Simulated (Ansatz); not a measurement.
Starting structure of a cell relaxation (symmetry kept):

```
Sn
1.0
    -2.94014    2.94014    1.59930
     2.94014   -2.94014    1.59930
     2.94014    2.94014   -1.59930
Sn
2
Cartesian
  0.0000 2.9401 0.7997
  0.0000 0.0000 0.0000
```

These are results of DFT PBE, scalar-relativistic, plane waves, PAW (Ansatz 0.2.0), not measurements.

Cutoff 420 eV; k points 14×14×14 on the computed 2-atom cell (Γ-centred); Gaussian smearing, width 0.10 eV; no spin polarisation.

Question: What does it relax to?

Answer: The volume goes up by 0.76 Å³/atom to 28.41 Å³/atom, and the energy falls by 3.2 meV/atom. Final structure:
```cif
data_structure
_symmetry_space_group_name_H-M 'I4_1/amd:1'
_symmetry_Int_Tables_number 141
_cell_length_a 5.9286
_cell_length_b 5.9286
_cell_length_c 3.2327
_cell_angle_alpha 90.000
_cell_angle_beta 90.000
_cell_angle_gamma 90.000
_cell_volume 113.62
loop_
_atom_site_label
_atom_site_type_symbol
_atom_site_symmetry_multiplicity
_atom_site_Wyckoff_symbol
_atom_site_fract_x
_atom_site_fract_y
_atom_site_fract_z
_atom_site_occupancy
Sn1 Sn 4 a 0.00000 0.50000 0.25000 1
```